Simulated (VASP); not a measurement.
# SiO2 (Stishovite) (P4_2/mnm) in VASP: a series of runs, part 2 of 2

VASP 6.6.1.

### Step 3. Relaxation of cell and atoms, PBEsol

This run uses another cell than the first one, of 7.86 Å³/atom, 1.014 times its volume.

INCAR reads:

```
SYSTEM = SiO2
PREC = Accurate
ENCUT = 600
EDIFF = 1E-7
ISMEAR = 0
SIGMA = 0.03
LREAL = .False.
LASPH = .True.
NELM = 80
ALGO = Normal
ISIF = 3
LWAVE = .False.
LCHARG = .False.
GGA = PS
IBRION = 2
NSW = 90
EDIFFG = -0.005
KPAR = 2
```

KPOINTS reads:

```
Automatic mesh
0
Gamma
  8 8 10
  0 0 0
```

POSCAR reads:

```
SiO2                                    
1.0
    4.1920503194      0.0000000000      0.0000000000
   -0.0000000000      4.1920503194      0.0000000000
    0.0000000000      0.0000000000      2.6827024099
  Si              O             
     2     4
Direct
     0.0000000000000000    0.0000000000000000    0.0000000000000000
     0.5000000000000000    0.5000000000000000    0.5000000000000000
     0.3058244602812249    0.3058244602812249    0.0000000000000000
     0.1941755397187751    0.8058244602812249    0.5000000000000000
     0.6941755397187751    0.6941755397187751    0.0000000000000000
     0.8058244602812249    0.1941755397187751    0.5000000000000000
```

Potentials or basis: VASP PAW PBE potentials, release 64 (Si, O).

On the command line:

```bash
$ cat potpaw_PBE.64/Si/POTCAR potpaw_PBE.64/O/POTCAR > POTCAR
$ mpirun -np 2 vasp_std > vasp.out
```

OUTCAR:

```text
SYSTEM = SiO2
   PREC = Accurate
   ENCUT = 600
   EDIFF = 1E-7
   ISMEAR = 0
   LREAL = .False.
   LASPH = .True.
   NELM = 80
   ISIF = 3
   GGA = PS
   IBRION = 2
   NSW = 90
   EDIFFG = -0.005

 ion  position               nearest neighbor table
   1  0.000  0.000  0.000-   4 1.77   6 1.77   4 1.77   6 1.77   5 1.81   3 1.81
   2  0.500  0.500  0.500-   3 1.77   5 1.77   3 1.77   5 1.77   4 1.81   6 1.81
   3  0.306  0.306  0.000-   2 1.77   2 1.77   1 1.81
   4  0.194  0.806  0.500-   1 1.77   1 1.77   2 1.81
   5  0.694  0.694  0.000-   2 1.77   2 1.77   1 1.81
   6  0.806  0.194  0.500-   1 1.77   1 1.77   2 1.81

  LATTYP: Found a simple tetragonal cell.
 ALAT       =     4.1920503194
 C/A-ratio  =     0.6399499542

  Lattice vectors:

 A1 = (   4.1920503194,   0.0000000000,   0.0000000000)
 A2 = (   0.0000000000,   4.1920503194,   0.0000000000)
 A3 = (   0.0000000000,   0.0000000000,   2.6827024099)

Analysis of symmetry for initial positions (statically):
[... 190 lines left out ...]
 fundamental gap:      5.3372602914
 Fermi energy:         8.1482994957

 k-point     1 :       0.0000    0.0000    0.0000
  band No.  band energies     occupation
      1     -14.4392      2.00000
      2     -10.8113      2.00000
      3     -10.8113      2.00000
      4     -10.5639      2.00000
      5      -2.8752      2.00000
      6       1.5750      2.00000
[... 541 lines left out ...]
     19      17.4825      0.00000
     20      17.4825      0.00000

 [... further k-points ...]

------------------------ aborting loop because EDIFF is reached ----------------------------------------

  FORCE on cell =-STRESS in cart. coord.  units (eV):
  Direction    XX          YY          ZZ          XY          YZ          ZX
  --------------------------------------------------------------------------------------
  -------------------------------------------------------------------------------------
  Total       -0.0037547     -0.0037547     -0.0081056      0.0000000      0.0000000      0.0000000
  in kB       -0.1276042     -0.1276042     -0.2754662      0.0000000      0.0000000      0.0000000
  external PRESSURE =      -0.1768915 kB  Pullay stress =       0.0000000 kB

 VOLUME and BASIS-vectors are now :
 -----------------------------------------------------------------------------
  energy-cutoff  :      600.00
  volume of cell :       47.14
      direct lattice vectors                 reciprocal lattice vectors
     4.192050319  0.000000000  0.000000000     0.238546755  0.000000000  0.000000000
     0.000000000  4.192050319  0.000000000     0.000000000  0.238546755  0.000000000
     0.000000000  0.000000000  2.682702410     0.000000000  0.000000000  0.372758453

 POSITION                                       TOTAL-FORCE (eV/Angst)
 -----------------------------------------------------------------------------------
      0.00000      0.00000      0.00000        -0.000000      0.000000     -0.000000
      2.09603      2.09603      1.34135        -0.000000      0.000000     -0.000000
      1.28203      1.28203      0.00000         0.000449      0.000449      0.000000
      0.81399      3.37806      1.34135        -0.000449      0.000449     -0.000000
      2.91002      2.91002      0.00000        -0.000449     -0.000449     -0.000000
      3.37806      0.81399      1.34135         0.000449     -0.000449     -0.000000
 -----------------------------------------------------------------------------------
    total drift:                                0.000000      0.000000      0.000000

  FREE ENERGIE OF THE ION-ELECTRON SYSTEM (eV)
  ---------------------------------------------------
  free  energy   TOTEN  =       -48.9986385766 eV

  energy  without entropy=      -48.9986385766  energy(sigma->0) =      -48.99863858

 reached required accuracy - stopping structural energy minimisation
```

OSZICAR:

```text
N       E                     dE             d eps       ncg     rms          rms(c)
DAV:   1     0.180674057572E+03    0.18067E+03   -0.19777E+04  3608   0.173E+03
DAV:   2    -0.453661843055E+02   -0.22604E+03   -0.21669E+03  4848   0.341E+02
DAV:   3    -0.531207881284E+02   -0.77546E+01   -0.77284E+01  4328   0.682E+01
DAV:   4    -0.531834914001E+02   -0.62703E-01   -0.62630E-01  4268   0.685E+00
DAV:   5    -0.531842001877E+02   -0.70879E-03   -0.70868E-03  4168   0.708E-01    0.168E+01
DAV:   6    -0.490363463976E+02    0.41479E+01   -0.16209E+01  4056   0.283E+01    0.796E+00
DAV:   7    -0.490076974825E+02    0.28649E-01   -0.46829E-01  4276   0.476E+00    0.298E+00
DAV:   8    -0.489983575915E+02    0.93399E-02   -0.16395E-02  4072   0.136E+00    0.100E+00
DAV:   9    -0.489985579201E+02   -0.20033E-03   -0.45686E-03  4240   0.741E-01    0.265E-01
DAV:  10    -0.489986650405E+02   -0.10712E-03   -0.44514E-04  4236   0.181E-01    0.401E-02
DAV:  11    -0.489986383916E+02    0.26649E-04   -0.11068E-04  4180   0.814E-02    0.815E-03
DAV:  12    -0.489986386569E+02   -0.26526E-06   -0.73068E-06  4228   0.200E-02    0.360E-03
DAV:  13    -0.489986385766E+02    0.80262E-07   -0.89789E-07  4196   0.746E-03
   1 F= -.48998639E+02 E0= -.48998639E+02  d E =-.489986E+02
```

CONTCAR:

```text
SiO2
   1.00000000000000
     4.1920503193999998    0.0000000000000000    0.0000000000000000
     0.0000000000000000    4.1920503193999998    0.0000000000000000
     0.0000000000000000    0.0000000000000000    2.6827024099000001
  Si              O
     2     4
Direct
     0.0000000000000000    0.0000000000000000    0.0000000000000000
     0.5000000000000000    0.5000000000000000    0.5000000000000000
     0.3058244602812223    0.3058244602812223    0.0000000000000000
     0.1941755397187777    0.8058244602812223    0.5000000000000000
     0.6941755397187777    0.6941755397187777    0.0000000000000000
     0.8058244602812223    0.1941755397187777    0.5000000000000000

  0.00000000E+00  0.00000000E+00  0.00000000E+00
  0.00000000E+00  0.00000000E+00  0.00000000E+00
  0.00000000E+00  0.00000000E+00  0.00000000E+00
  0.00000000E+00  0.00000000E+00  0.00000000E+00
  0.00000000E+00  0.00000000E+00  0.00000000E+00
  0.00000000E+00  0.00000000E+00  0.00000000E+00
```

Wall time 26 s (2 MPI ranks of Intel Xeon 6975P-C (Granite Rapids), shared host); peak memory 0.21 GiB.

Results:

- Free energy: -48.9986 eV
- Pressure after relaxing: 0.0 GPa
- Band gap on the k mesh: 5.34 eV, direct

Final structure:
```
Si O
1.0
     4.19205    0.00000    0.00000
     0.00000    4.19205    0.00000
     0.00000    0.00000    2.68270
Si O
2 4
Direct
  0.00000 0.00000 0.00000
  0.50000 0.50000 0.50000
  0.30582 0.30582 0.00000
  0.19418 0.80582 0.50000
  0.69418 0.69418 0.00000
  0.80582 0.19418 0.50000
```

Caveat: the relaxation stopped at its first step, so nothing moved; the PAW data sets were made with another functional, which shifts forces and pressure a little. A k mesh can miss the band edges.
